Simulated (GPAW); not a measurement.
The system is NiO.

```xyz
2
Lattice="0.0000 2.0859 2.0859 2.0859 0.0000 2.0859 2.0859 2.0859 0.0000" Properties=species:S:1:pos:R:3 pbc="T T T"
Ni    0.0000    0.0000    0.0000
O     2.0859    2.0859    2.0859
```

Base run:

| Quantity | Value |
| --- | --- |
| Program | GPAW 26.7.0 |
| Functional | SCAN |
| Potentials or basis | GPAW PAW data sets (gpaw-data 1.2.1) |
| Cutoff | 800 eV |
| Basis | pw |
| k mesh | 8 × 8 × 8 |
| Occupations | fermi-dirac, width 0.05 eV |
| Spin | collinear spin, ferromagnetic start |
| Starting moments | [1.0, 0.0] μB |

Its results: band gap on the k mesh 0.62 eV, indirect (least direct gap 1.69 eV); pressure 6.6 GPa; net moment 2.00 μB per cell; site moments Ni +1.70; O +0.22 μB.

The run is repeated on the same cell with these changes: functional from SCAN to r4SCAN. What comes out?

Band gap on the k mesh 0.55 eV, indirect (least direct gap 1.62 eV); pressure 6.1 GPa; net moment 2.00 μB per cell; site moments Ni +1.70; O +0.23 μB.

Caveats: the stock nickel data set gives pressures a few GPa off other programs; the PAW data sets were made with another functional, which shifts forces and pressure a little; a cell with one magnetic atom can't hold antiferromagnetic order, which such compounds often take.

Not every run made on this cell is shown here.
